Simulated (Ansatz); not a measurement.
Ge:

```xyz
4
Lattice="4.0504 0.0000 0.0000 -2.0252 3.5078 0.0000 0.0000 0.0000 10.9934" Properties=species:S:1:pos:R:3 pbc="T T T"
Ge    2.0252    1.1693    4.5606
Ge    0.0000    2.3385   10.0573
Ge    0.0000    0.0000    5.2488
Ge    0.0000    0.0000   10.7455
```

This isn't the form of Ge at room conditions, which is diamond.

```yaml
Program: Ansatz 0.2.0
Task: single point
Functional: PBEsol
Potentials_or_basis: Ansatz PAW
Cutoff: "420 eV (not typed: the program's choice for these potentials)"
k_mesh: 8 × 8 × 3
Occupations: fermi-dirac, width 0.05 eV
Spin: no spin polarisation
```

On this cell: pressure -1.6 GPa; largest force 0.167 eV/Å; band gap on the k mesh 0.67 eV, indirect (least direct gap 0.68 eV).

The same run follows on a disturbed copy (atoms moved at random, drawn with an rms of 0.05 Å):

```
Ge
1.0
     4.05040    0.00000    0.00000
    -2.02520    3.50775    0.00000
     0.00000    0.00000   10.99336
Ge
4
Direct
  0.66434 0.33860 0.41211
  0.33390 0.66428 0.91085
  0.00668 0.00658 0.48086
  0.99340 0.98120 0.97955
```

Problem. What does the disturbed cell give?

Solution. The energy moves by +15.8 meV/atom; pressure -1.9 GPa; largest force 0.678 eV/Å; band gap on the k mesh 0.33 eV, indirect (least direct gap 0.58 eV).

Forces on the atoms (eV/Å):
```
Ge   0.333  0.055  0.444
Ge   0.047 -0.526  0.423
Ge  -0.333 -0.056 -0.442
Ge  -0.046  0.527 -0.425
```

Stress tensor (GPa, compression positive):
```
-1.91  0.18 -0.29
 0.18 -2.64  0.37
-0.29  0.37 -1.10
```

Caveats: odd divisions of the mesh miss points on the zone boundary, where band edges often lie, so the gap on the mesh can be too wide; the PAW data sets come from PBE, with cores solved anew for the run's functional, which leaves a small shift of forces and pressure.

A k mesh can miss the band edges.
